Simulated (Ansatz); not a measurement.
Runs of Ansatz 0.2.0 on FeO (Wuestite). The structure is cubic, space group Fm-3m (No. 225). Conventional cell: a = 4.311 Å, b = 4.311 Å, c = 4.311 Å, α = 90.00°, β = 90.00°, γ = 90.00°. Fe (site symmetry m-3m) has 6 O at 2.16 Å as nearest neighbours. O (site symmetry m-3m) has 6 Fe at 2.16 Å as nearest neighbours. 

```csv
spin,fixed moment (μB),pressure (GPa),moment (μB)
"collinear, ferromagnetic start",0.8,-22.9,0.80
"collinear, ferromagnetic start",6.0,55.3,6.00
"collinear, ferromagnetic start",4.5,(b),4.50
"collinear, ferromagnetic start",1.5,(a),1.50
"collinear, ferromagnetic start",2.2,-17.5,2.20
"collinear, ferromagnetic start",3.8,-2.7,3.80
"collinear, program default start",0.0,-25.8,0.00
"collinear, ferromagnetic start",3.0,-11.0,3.00
```

Alike in all rows: task single point; level PBE; potentials or basis Ansatz PAW; cell as given; k mesh 9 × 9 × 9; cutoff (eV) 420; smearing fermi-dirac 0.05 eV.

Estimate the missing entries.

(a) -21.7; (b) 11.3.

Caveats: the total moment is fixed, so each spin has its own Fermi level; the thresholds are loose for stress; a cell with one magnetic atom can't hold antiferromagnetic order, which such compounds often take (some runs); a pressure of tens of GPa on the cell as given is suspect, and the run, the potentials or the cell itself is likely at fault (some runs).
